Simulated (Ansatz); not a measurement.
# Li: bands on a fine mesh, and optics

Aim: levels on a fine mesh, and what follows from them: optical spectra of independent particles, band edges or the Fermi surface. Runs: cell and atoms relaxed (PAW); reference run (PAW and LAPW).

This is Li in the hcp structure; at room conditions it is bcc.

Computed with Ansatz 0.2.0 (DFT LDA, frozen-core PAW and all-electron LAPW, scalar-relativistic unless said, unless a step's input says otherwise).

### 1 Starting point

It takes space group P6_3/mmc (No. 194, hexagonal). Conventional cell: a = 3.111 Å, b = 3.111 Å, c = 5.093 Å, α = 90.00°, β = 90.00°, γ = 120.00°. Around Li (site symmetry -6m2) lie 12 Li at 3.11 to 3.12 Å.

Structure file:

```xyz
2
Lattice="3.1110 0.0000 0.0000 -1.5555 2.6942 0.0000 0.0000 0.0000 5.0930" Properties=species:S:1:pos:R:3 pbc="T T T"
Li    0.0000    1.7961    1.2732
Li    1.5555    0.8981    3.8197
```

Cartesian axes are those of the input's lattice vectors. The structure goes back to a database entry.

### 2 Cell and atoms relaxed, PAW

File input.yaml:

```yaml
crystal:
  lattice:
    - [3.11100000001, 0.0, 0.0]
    - [-1.55550000001, 2.69420503118, 0.0]
    - [0.0, 0.0, 5.093]
  atoms:
    - { symbol: Li, position: [0.333333333333, 0.666666666667, 0.25] }
    - { symbol: Li, position: [0.666666666667, 0.333333333333, 0.75] }
kpoints:
  mp_grid: { grid: [14, 14, 8] }
scf:
  occupations: { method: fermi_dirac, width: 0.1 }
hamiltonian:
  xc: lda
  pseudopotentials: { kind: paw }
relax:
  f_tol: 0.002
  max_steps: 80
  cell: {}
output:
  forces: true
  stress: true
```

On the command line:

```bash
ansatz run input.yaml --threads 1 --pin off --max-ram 3072MiB --backend cpu --events-out ev --progress --plain --runs-dir out
```

The program printed:

```text
Engine: ansatz 0.2.0
Pseudopotentials: kind: paw
Pseudopotential: Li, paw, valence charge 3, recommended cutoff 420 eV (normal), Li.paw.azcp
Functional definition: SPW92
  exchange = slater_x
  correlation = pw_c
Crystal: 2 atoms, lattice volume = 42.688 Å³
Basis set: ecut = 420 eV, 833 PW (Γ)
Bands: 7, of which v1, the nominal top of the filled ones, is band 3 counted from 1 (2 counted from 0)
Symmetry: 24 space group operations
Space group: P63/mmc (ITA 194), of the structure as read, at distance tolerance 3.5e-5 Å
k-points: 120 of 1568
Non-local potential: Li, projectors of the file, l = 0: 3, l = 1: 2, l = 2: 1
PAW form: soft (Blöchl's): semilocal exchange-correlation on the pseudo side does not see the compensation charge
PAW one-centre angular grid: Li, 110 points (default); XC on 64 Gauss nodes
Initial density: superposition of atomic densities (neutral atoms: chi_scale 0, normalization atom), corrected by the library's trained network
Initial wavefunctions: pseudopotential atomic-orbital guess
Functional: x = slater, c = lda
SCF iter   1: F=—  HF=-403.286473 eV  |F-HF|=—  |Δ(HF+E_count)|=         —  Δρ=4.31e-3  dr2=2.14e-3  ethr=1.77e-3  ⟨swp⟩=3.7  Hψ=5680  notcnv=0
preconditioner: auto → none  [metal: Δε(μ)=0.008 eV  Ē_g=6.133 eV  σ=0.100 eV  W_gap=0.02  n_scr=2 (ndim 8)  ℏωp=8.0 eV  f_vac=0.000  D(μ)=0.97/eV (n_scr^D=2)  sad-step TF]
SCF iter   2: F=—  HF=-403.279026 eV  |F-HF|=—  |Δ(HF+E_count)|=   7.45e-3  Δρ=1.91e-3  dr2=4.39e-4  ethr=3.57e-5  ⟨swp⟩=2.3  Hψ=2167  notcnv=0
SCF iter   3: F=—  HF=-403.277695 eV  |F-HF|=—  |Δ(HF+E_count)|=   1.33e-3  Δρ=1.29e-4  dr2=3.07e-6  ethr=7.31e-6  ⟨swp⟩=2.0  Hψ=1210  notcnv=0
SCF iter   4: F=—  HF=-403.277700 eV  |F-HF|=—  |Δ(HF+E_count)|=   4.46e-6  Δρ=5.29e-6  dr2=9.48e-9  ethr=5.11e-8  ⟨swp⟩=1.8  Hψ=977  notcnv=0
iter 5 did not close the SCF: its close was put off for the readings that it lacked (scf_convergence_deferred on its scf_iter line)
SCF iter   5: F=-403.277700 eV  HF=-403.277700 eV  |F-HF|=7.33e-12  |Δ(HF+E_count)|=   1.07e-8  Δρ=1.54e-7  dr2=1.13e-11  ethr=1.58e-10  ⟨swp⟩=2.0  Hψ=1017  notcnv=0
SCF iter   6: F=-403.277700 eV  HF=-403.277700 eV  |F-HF|=0.00e0  |Δ(HF+E_count)|=  4.21e-12  Δρ=6.63e-9  dr2=1.50e-14  ethr=1.00e-12  ⟨swp⟩=1.0  Hψ=2108  notcnv=0
SCF 1 converged in 6 iterations: F = -403.277700 eV  dr2 = 1.50e-14
relax step   1: F+E_penalty+E_count = -403.27769987 eV  Δ(F+E_penalty+E_count) = +0.000e0 eV  max|allowed force component| = 2.891e-18 eV/Å  Δτ_max = 0.0000 Å  P = -1.439 GPa  Ω = 42.688 Å³  (6 SCF iters, dr2 threshold 1.00e-7 eV, accepted)
Crystal: 2 atoms, lattice volume = 40.314 Å³
Basis set: ecut = 420 eV, 785 PW (Γ)
Initial density: handed on by an earlier stage of this run
Initial wavefunctions: those handed on with the density
iter 1 solved again at ethr=1.14e-6 eV; its pass at ethr=3.10e-3 eV (dr2=6.83e-5 eV) is discarded
SCF iter   1: F=—  HF=-403.294634 eV  |F-HF|=—  |Δ(HF+E_count)|=         —  Δρ=4.05e-4  dr2=6.85e-5  ethr=1.14e-6  ⟨swp⟩=1.0  Hψ=7944  notcnv=0
preconditioner: auto → none  [metal: Δε(μ)=0.017 eV  Ē_g=6.348 eV  σ=0.100 eV  W_gap=0.04  n_scr=2 (ndim 8)  ℏωp=8.3 eV  f_vac=0.000  D(μ)=0.95/eV (n_scr^D=2)]
SCF iter   2: F=—  HF=-403.294619 eV  |F-HF|=—  |Δ(HF+E_count)|=   1.51e-5  Δρ=1.93e-4  dr2=1.56e-5  ethr=1.14e-6  ⟨swp⟩=1.0  Hψ=840  notcnv=0
SCF iter   3: F=-403.294616 eV  HF=-403.294616 eV  |F-HF|=1.42e-8  |Δ(HF+E_count)|=   2.73e-6  Δρ=4.25e-6  dr2=1.71e-9  ethr=3.33e-9  ⟨swp⟩=2.5  Hψ=2689  notcnv=0
SCF 2 converged in 3 iterations: F = -403.294616 eV  dr2 = 1.71e-9
relax step   2: F+E_penalty+E_count = -403.29461636 eV  Δ(F+E_penalty+E_count) = -1.692e-2 eV  max|allowed force component| = 1.446e-17 eV/Å  Δτ_max = 0.0000 Å  P = -0.809 GPa  Ω = 40.314 Å³  energy of the carried Pulay correction = +5.431e-5 eV  (3 SCF iters, dr2 threshold 2.00e-7 eV, accepted)
Crystal: 2 atoms, lattice volume = 37.627 Å³
Basis set: ecut = 420 eV, 713 PW (Γ)
iter 1 solved again at ethr=2.03e-6 eV; its pass at ethr=3.10e-3 eV (dr2=1.22e-4 eV) is discarded
SCF iter   1: F=—  HF=-403.300733 eV  |F-HF|=—  |Δ(HF+E_count)|=         —  Δρ=5.52e-4  dr2=1.22e-4  ethr=2.03e-6  ⟨swp⟩=1.0  Hψ=7958  notcnv=0
preconditioner: auto → none  [metal: Δε(μ)=0.023 eV  Ē_g=6.620 eV  σ=0.100 eV  W_gap=0.06  n_scr=2 (ndim 8)  ℏωp=8.6 eV  f_vac=0.000  D(μ)=0.94/eV (n_scr^D=2)]
SCF iter   2: F=—  HF=-403.300709 eV  |F-HF|=—  |Δ(HF+E_count)|=   2.49e-5  Δρ=2.64e-4  dr2=2.80e-5  ethr=2.03e-6  ⟨swp⟩=1.0  Hψ=840  notcnv=0
SCF iter   3: F=-403.300704 eV  HF=-403.300704 eV  |F-HF|=2.37e-8  |Δ(HF+E_count)|=   4.21e-6  Δρ=6.53e-6  dr2=3.97e-9  ethr=3.33e-9  ⟨swp⟩=2.6  Hψ=2740  notcnv=0
SCF 3 converged in 3 iterations: F = -403.300704 eV  dr2 = 3.97e-9
relax step   3: F+E_penalty+E_count = -403.30070437 eV  Δ(F+E_penalty+E_count) = -6.088e-3 eV  max|allowed force component| = 2.082e-17 eV/Å  Δτ_max = 0.0000 Å  P = +0.140 GPa  Ω = 37.627 Å³  energy of the carried Pulay correction = +1.226e-4 eV  (3 SCF iters, dr2 threshold 2.00e-7 eV, accepted)
Crystal: 2 atoms, lattice volume = 37.959 Å³
iter 1 solved again at ethr=3.98e-8 eV; its pass at ethr=3.10e-3 eV (dr2=2.39e-6 eV) is discarded
SCF iter   1: F=—  HF=-403.300847 eV  |F-HF|=—  |Δ(HF+E_count)|=         —  Δρ=7.59e-5  dr2=2.38e-6  ethr=3.98e-8  ⟨swp⟩=2.4  Hψ=7530  notcnv=0
preconditioner: auto → none  [metal: Δε(μ)=0.030 eV  Ē_g=6.585 eV  σ=0.100 eV  W_gap=0.07  n_scr=2 (ndim 8)  ℏωp=8.5 eV  f_vac=0.000  D(μ)=0.94/eV (n_scr^D=2)]
SCF iter   2: F=—  HF=-403.300847 eV  |F-HF|=—  |Δ(HF+E_count)|=   7.42e-7  Δρ=3.61e-5  dr2=5.44e-7  ethr=3.96e-8  ⟨swp⟩=1.0  Hψ=840  notcnv=0
SCF iter   3: F=-403.300846 eV  HF=-403.300846 eV  |F-HF|=3.27e-10  |Δ(HF+E_count)|=   1.83e-7  Δρ=7.02e-7  dr2=5.09e-11  ethr=8.54e-10  ⟨swp⟩=2.1  Hψ=2640  notcnv=0
SCF 4 converged in 3 iterations: F = -403.300846 eV  dr2 = 5.09e-11
relax step   4: F+E_penalty+E_count = -403.30084645 eV  Δ(F+E_penalty+E_count) = -1.421e-4 eV  max|allowed force component| = 2.776e-17 eV/Å  Δτ_max = 0.0000 Å  P = +0.006 GPa  Ω = 37.959 Å³  energy of the carried Pulay correction = +1.137e-4 eV  (3 SCF iters, dr2 threshold 5.13e-8 eV, accepted)
Initial wavefunctions: pseudopotential atomic-orbital guess (no wavefunctions were taken with the density)
iter 1 solved again at ethr=8.25e-10 eV; its pass at ethr=3.10e-3 eV (dr2=4.95e-8 eV) is discarded
SCF iter   1: F=—  HF=-403.300709 eV  |F-HF|=—  |Δ(HF+E_count)|=         —  Δρ=2.36e-5  dr2=4.09e-8  ethr=8.25e-10  ⟨swp⟩=3.0  Hψ=8273  notcnv=0
SCF iter   2: F=—  HF=-403.300710 eV  |F-HF|=—  |Δ(HF+E_count)|=   1.72e-8  Δρ=1.25e-5  dr2=1.23e-8  ethr=6.82e-10  ⟨swp⟩=2.2  Hψ=1073  notcnv=0
SCF iter   3: F=—  HF=-403.300710 eV  |F-HF|=—  |Δ(HF+E_count)|=   1.12e-8  Δρ=8.19e-7  dr2=6.25e-11  ethr=2.04e-10  ⟨swp⟩=2.0  Hψ=1082  notcnv=0
SCF iter   4: F=-403.300710 eV  HF=-403.300710 eV  |F-HF|=5.68e-14  |Δ(HF+E_count)|=  5.04e-11  Δρ=2.28e-8  dr2=1.28e-13  ethr=1.00e-12  ⟨swp⟩=4.0  Hψ=2211  notcnv=0
SCF 5 converged in 4 iterations: F = -403.300710 eV  dr2 = 1.28e-13
relax step   5: F+E_penalty+E_count = -403.30070952 eV  Δ(F+E_penalty+E_count) = +1.369e-4 eV  max|allowed force component| = 2.833e-17 eV/Å  Δτ_max = 0.0000 Å  P = +0.007 GPa  Ω = 37.959 Å³  stress off target by 7.61e-3 GPa  SCF on the basis re-selected at this cell (its energy is not comparable with the rows above)  (4 SCF iters)
basis re-selected at this cell: Δ(F+E_penalty+E_count) = +1.369e-4 eV, ΔP = +0.001 GPa vs the last step (what re-selecting the basis moved, of the pressure what is left beyond the Pulay correction that the steps carried, after the strain that the cell walked since its last selection, with what the two solves' SCF thresholds leave and, on support functions, any second-order correction that the steps lacked; it is no measure of the basis error at this ecutwfc). This SCF's stress stands 7.61e-3 GPa from its target on what of the cell is left free (relax.cell.stress_tol is 5.00e-2 GPa) and its largest allowed force component is 2.83e-17 eV/Å (relax.f_tol is 2.00e-3 eV/Å): within both
SCF converged after 4 iterations
Free energy (F): -403.300710 eV
Harris-Foulkes:  -403.300710 eV  (|F-HF|=5.68e-14)
Internal energy: -403.270100 eV  (E = F + TS)
E sigma→0 (E₀):  -403.285405 eV
Entropy (-TS):   -0.030610 eV (-15.305 meV/atom)
Fermi energy:    1.098550 eV
--- Per-component energies (eV) ---
  E_band       = -177.970728
  E_kinetic    = 42.796530
  E_local      = -259.499563  (includes V_loc(G=0)·N_el)
  E_nonlocal   = -66.121408
  E_hartree    = 76.709637
  E_xc         = -19.888187
  E_vxc        = -25.916893  (∫ρ·V_xc dr)
  E_paw        = -36.946322  (= ΣΔE_a)
  E_vpaw       = -22.648679  (= ΣTr[D̂ρ^β])
  E_aug_tail   = 0.000013  (compensation charges beyond the density's cutoff)
  E_ewald      = -140.320800
  E_smearing   = -0.030610  (= −TS)
  E_closure    = 0.000000  (closes the sum)
  Σ components = -403.300710   (vs F -403.300710, Δ=0.00e0)
--- Forces (eV/Å), atoms counted from 1 ---
  atom   1  Li    -0.00000000    -0.00000000     0.00000000
  atom   2  Li     0.00000000     0.00000000     0.00000000
  max |Σ_I F_I| component: 4.63e-18 eV/Å
--- Stress (GPa, compression-positive) ---
        0.007295      -0.000000       0.000000
       -0.000000       0.007295       0.000000
        0.000000       0.000000       0.007615
  P = ⅓ Tr σ = 0.0074 GPa (0.074 kbar)
--- Relaxed structure (4 steps of the walk, 4 accepted, 1 SCFs on fresh bases) ---
  F+E_penalty+E_count = -403.30070952 eV   max|allowed force component| = 2.833e-17 eV/Å   (the final SCF, on the basis selected at the relaxed cell)
  cell:  # Å, volume = 37.9590 Å³
    - [2.9927120433374483, 2.7770948255840818e-12, 0.0]
    - [-1.4963560216711291, 2.591764655740478, 0.0]
    - [0.0, 0.0, 4.893887259468288]
  atoms:
    - { symbol: Li, position: [0.3333333333333334, 0.6666666666666667, 0.25] }
    - { symbol: Li, position: [0.6666666666666667, 0.33333333333333337, 0.75] }
```

Run time: 4.9 s. Hardware: 1 thread of Intel Xeon Platinum 8488C (Sapphire Rapids), shared host; peak memory 0.38 GiB.

The steps of the relaxation:

| step | energy from step 1 (eV/cell) | largest force component (eV/Å) | pressure (GPa) | volume (Å³) |
| --- | --- | --- | --- | --- |
| 1 | 0.0000 | 0.0000 | -1.44 | 42.69 |
| 2 | -0.0169 | 0.0000 | -0.81 | 40.31 |
| 3 | -0.0230 | 0.0000 | 0.14 | 37.63 |
| 4 | -0.0231 | 0.0000 | 0.01 | 37.96 |
| 5 | -0.0230 | 0.0000 | 0.01 | 37.96 |

Step 1 is the start. Step 5 repeats the geometry before on a plane-wave basis chosen anew for that cell, so the energy can jump there without any move; the table keeps such jumps.

| input's cell | before | after | change |
| --- | --- | --- | --- |
| a (Å) | 3.111 | 2.993 | -3.8 % |
| b (Å) | 3.111 | 2.993 | -3.8 % |
| c (Å) | 5.093 | 4.894 | -3.9 % |
| volume (Å³/atom) | 21.34 | 18.98 | -11.1 % |

### 3 Reference run, fine mesh, PAW

File input.yaml:

```yaml
crystal:
  lattice:
    - [2.99271204334, 0.0, 0.0]
    - [-1.49635602167, 2.59176465574, 0.0]
    - [0.0, 0.0, 4.89388725947]
  atoms:
    - { symbol: Li, position: [0.333333333333, 0.666666666667, 0.25] }
    - { symbol: Li, position: [0.666666666667, 0.333333333333, 0.75] }
kpoints:
  mp_grid: { grid: [14, 14, 8] }
scf:
  occupations: { method: fermi_dirac, width: 0.1 }
hamiltonian:
  xc: lda
  pseudopotentials: { kind: paw }
output:
  forces: true
  stress: true
  eigenvalues: true
  eigenstates:
    nscf_kmesh: { grid: [20, 20, 12] }
    de_dk: true
    e_range: [-14, 14]
  optics:
    e_range: [0, 25]
    de: 0.2
    sigma: 0.1
    bands: { spectra_wanted_up_to: 25 }
    nscf_kmesh: { grid: [20, 20, 12] }
    drude_damping: 0.1
checkpoint:
  write: ck
  write_wavefunctions: false
```

On the command line:

```bash
ansatz run input.yaml --threads 1 --pin off --max-ram 3072MiB --backend cpu --events-out ev --progress --plain --runs-dir out
```

The program printed:

```text
[... 6 set-up lines as earlier in the session ...]
Crystal: 2 atoms, lattice volume = 37.959 Å³
Basis set: ecut = 420 eV, 713 PW (Γ)
Bands: 7, of which v1, the nominal top of the filled ones, is band 3 counted from 1 (2 counted from 0)
[... 1 set-up line as earlier in the session ...]
Space group: P63/mmc (ITA 194), of the structure as read, at distance tolerance 3.4e-5 Å
k-points: 120 of 1568
[... 6 set-up lines as earlier in the session ...]
SCF iter   1: F=—  HF=-403.309586 eV  |F-HF|=—  |Δ(HF+E_count)|=         —  Δρ=4.63e-3  dr2=2.19e-3  ethr=1.77e-3  ⟨swp⟩=3.5  Hψ=5704  notcnv=0
preconditioner: auto → none  [metal: Δε(μ)=0.023 eV  Ē_g=6.587 eV  σ=0.100 eV  W_gap=0.06  n_scr=2 (ndim 8)  ℏωp=8.5 eV  f_vac=0.000  D(μ)=0.94/eV (n_scr^D=2)  sad-step TF]
SCF iter   2: F=—  HF=-403.302050 eV  |F-HF|=—  |Δ(HF+E_count)|=   7.54e-3  Δρ=2.06e-3  dr2=4.53e-4  ethr=3.65e-5  ⟨swp⟩=2.3  Hψ=2190  notcnv=0
SCF iter   3: F=—  HF=-403.300705 eV  |F-HF|=—  |Δ(HF+E_count)|=   1.35e-3  Δρ=1.44e-4  dr2=3.25e-6  ethr=7.55e-6  ⟨swp⟩=2.0  Hψ=1210  notcnv=0
SCF iter   4: F=—  HF=-403.300709 eV  |F-HF|=—  |Δ(HF+E_count)|=   4.63e-6  Δρ=5.55e-6  dr2=8.29e-9  ethr=5.42e-8  ⟨swp⟩=1.8  Hψ=976  notcnv=0
SCF iter   5: F=—  HF=-403.300710 eV  |F-HF|=—  |Δ(HF+E_count)|=   3.18e-7  Δρ=1.82e-7  dr2=1.25e-11  ethr=1.38e-10  ⟨swp⟩=1.9  Hψ=1003  notcnv=0
SCF iter   6: F=-403.300710 eV  HF=-403.300710 eV  |F-HF|=1.14e-13  |Δ(HF+E_count)|=  1.71e-12  Δρ=8.60e-9  dr2=2.40e-14  ethr=1.00e-12  ⟨swp⟩=4.0  Hψ=2381  notcnv=0
SCF 1 converged in 6 iterations: F = -403.300710 eV  dr2 = 2.40e-14
NSCF: frozen V_eff on 308 k-points
Optics k sum: 0 of 308 k-points
[...]
NSCF: frozen V_eff on 308 k-points
output.optics: what the bands over the 30 summed would add to eps1, eps2 and the energy-loss function is held between a lower and an upper bound (2 Lanczos steps). eps1, eps2 and their loss function (loss_summed_bands) are given on every row as the summed bands alone make them. Along an axis, on a row where the two bounds hold the loss function to about 1 % of the greater of itself and 0.5 % of |1/eps|, its cell (loss_completed) is given, with the completed eps1 and eps2 that it is formed of (a cell that is left empty reads nan in the table and null in the record). The two bounds hold it so along every axis on all 125 rows up to 25.000 eV. The run works to bound the rows up to 25.000 eV and no higher ones: a peak of the loss function over that energy may be left empty with no warning. To have the run work for it, set output.optics.bands.spectra_wanted_up_to to a higher energy. perfect_screening_sum, loss_f_sum_n_eff and, beside carriers, perfect_screening_limit are those of loss_summed_bands: over the bounded function the two sums would run over rows that are not all bounded, and lack what the bands left out lay past the top of the energy grid. Bounded is said of the bands left out alone, which are those that the basis at basis.ecutwfc holds: it says nothing of that cutoff, of the k-point mesh, of what the sum inside its cells errs by (eps2_relative_error), of the factors of all_electron_strengths, nor of how far the SCF is converged. The bands left out are taken at the k-points, and what their mean over the points' cells stands off that by is in neither bound: the run's estimate of it, which the test of a row counts in, is 0.01 % of |eps| at the most among the values given; where the mean stood off by over 0.5 % the points' spread read 0.1 to 3 times that
SCF converged after 6 iterations
Free energy (F): -403.300710 eV
Harris-Foulkes:  -403.300710 eV  (|F-HF|=1.14e-13)
Internal energy: -403.270100 eV  (E = F + TS)
E sigma→0 (E₀):  -403.285405 eV
Entropy (-TS):   -0.030610 eV (-15.305 meV/atom)
Fermi energy:    1.098550 eV
--- Per-component energies (eV) ---
  E_band       = -177.970728
  E_kinetic    = 42.796530
  E_local      = -259.499563  (includes V_loc(G=0)·N_el)
  E_nonlocal   = -66.121409
  E_hartree    = 76.709637
  E_xc         = -19.888187
  E_vxc        = -25.916893  (∫ρ·V_xc dr)
  E_paw        = -36.946322  (= ΣΔE_a)
  E_vpaw       = -22.648681  (= ΣTr[D̂ρ^β])
  E_aug_tail   = 0.000013  (compensation charges beyond the density's cutoff)
  E_ewald      = -140.320800
  E_smearing   = -0.030610  (= −TS)
  E_closure    = -0.000000  (closes the sum)
  Σ components = -403.300710   (vs F -403.300710, Δ=0.00e0)
--- Forces (eV/Å), atoms counted from 1 ---
  atom   1  Li     0.00000000     0.00000000    -0.00000000
  atom   2  Li    -0.00000000    -0.00000000     0.00000000
  max |Σ_I F_I| component: 2.31e-18 eV/Å
--- Stress (GPa, compression-positive) ---
        0.007295      -0.000000       0.000000
       -0.000000       0.007295      -0.000000
        0.000000      -0.000000       0.007615
  P = ⅓ Tr σ = 0.0074 GPa (0.074 kbar)
--- Band table (eV; the first three rows and the last of 120) ---
  k-point 0: bands = ["-44.3828", "-44.3569", "-2.4696", "1.0506", "4.2751", "13.9581", "13.9581"]
  k-point 1: bands = ["-44.3818", "-44.3579", "-2.3997", "0.6896", "4.8103", "14.0280", "14.0280"]
  k-point 2: bands = ["-44.3790", "-44.3607", "-2.1897", "-0.0211", "6.0407", "13.3143", "14.2299"]
  k-point 119: bands = ["-44.3505", "-44.3505", "3.0598", "3.0598", "4.2071", "4.2071", "7.8524"]
--- Fermi surface from the table of eigenstates, both spin states counted (twice the sheets' area in a run without spin) ---
  How far the three rows differ hints at the mesh's error and does not bound it.
  reading                E - E_F (eV)   area (Å⁻²)  resistivity times mean free path along x, y, z (Ω·m²), under one mean free path over the surface
  by tetrahedra                0.0110       32.718  9.4930e-16  9.4930e-16  9.0593e-16
  by the states' slopes        0.0133       32.330  9.5720e-16  9.5720e-16  9.2325e-16
  on every second point        0.0088       32.073  9.3031e-16  9.3031e-16  1.0025e-15
```

It took 1.8 min on 1 thread of Intel Xeon Platinum 8488C (Sapphire Rapids), shared host; peak memory 0.93 GiB.

Dielectric function (mesh 20×20×12, lines of 0.1 eV; smoothed further over energy, so single values depart from the program's file; independent particles, no excitons); n, R and the loss function are for light polarised along x:

| E (eV) | Re εxx | Im εxx | Re εzz | Im εzz | n | R | loss |
| --- | --- | --- | --- | --- | --- | --- | --- |
| 1.0 | -31.44 | 7.64 | -42.57 | 4.43 | 0.68 | 0.922 | 0.007 |
| 2.0 | -11.24 | 2.33 | -9.30 | 0.56 | 0.35 | 0.895 | 0.018 |
| 3.0 | -4.17 | 0.45 | -2.03 | 0.59 | 0.11 | 0.918 | 0.026 |
| 4.0 | -1.38 | 0.45 | -1.36 | 1.24 | 0.19 | 0.735 | 0.211 |
| 5.0 | -0.48 | 0.67 | -0.97 | 0.89 | 0.42 | 0.373 | 0.986 |
| 6.0 | -0.27 | 0.65 | -0.45 | 0.58 | 0.47 | 0.292 | 1.313 |
| 7.0 | -0.08 | 0.50 | -0.08 | 0.36 | 0.46 | 0.240 | 1.968 |
| 8.0 | 0.16 | 0.33 | 0.21 | 0.31 | 0.51 | 0.144 | 2.461 |
| 9.0 | 0.32 | 0.26 | 0.33 | 0.29 | 0.60 | 0.079 | 1.556 |
| 10.0 | 0.45 | 0.21 | 0.43 | 0.23 | 0.69 | 0.041 | 0.835 |
| 11.0 | 0.56 | 0.20 | 0.55 | 0.19 | 0.76 | 0.024 | 0.572 |
| 12.0 | 0.60 | 0.20 | 0.60 | 0.20 | 0.79 | 0.020 | 0.507 |
| 13.0 | 0.62 | 0.17 | 0.61 | 0.17 | 0.79 | 0.017 | 0.421 |
| 14.0 | 0.65 | 0.13 | 0.65 | 0.13 | 0.81 | 0.013 | 0.306 |
| 15.0 | 0.68 | 0.10 | 0.69 | 0.10 | 0.83 | 0.010 | 0.213 |
| 16.0 | 0.72 | 0.08 | 0.73 | 0.08 | 0.85 | 0.007 | 0.145 |
| 17.0 | 0.76 | 0.07 | 0.75 | 0.07 | 0.87 | 0.005 | 0.126 |
| 18.0 | 0.75 | 0.06 | 0.76 | 0.05 | 0.87 | 0.006 | 0.106 |
| 19.0 | 0.80 | 0.02 | 0.80 | 0.02 | 0.89 | 0.003 | 0.027 |
| 20.0 | 0.83 | 0.01 | 0.84 | 0.02 | 0.91 | 0.002 | 0.020 |
| 21.0 | 0.85 | 0.01 | 0.85 | 0.01 | 0.92 | 0.002 | 0.020 |
| 22.0 | 0.87 | 0.01 | 0.87 | 0.01 | 0.93 | 0.001 | 0.012 |
| 23.0 | 0.89 | 0.01 | 0.89 | 0.01 | 0.94 | 0.001 | 0.013 |
| 24.0 | 0.90 | 0.01 | 0.90 | 0.02 | 0.95 | 0.001 | 0.012 |
| 25.0 | 0.91 | 0.01 | 0.91 | 0.01 | 0.95 | 0.001 | 0.009 |

Sheets of the Fermi surface:

| spin | band | filled share of the zone | states (1/eV/cell) | mean speed (10⁶ m/s) | area (1/Å²) |
| --- | --- | --- | --- | --- | --- |
| both | 3 | 0.750 | 0.583 | 0.71 | 8.90 |
| both | 4 | 0.250 | 0.424 | 0.80 | 7.30 |

(Part 1 of 2 ends here.)
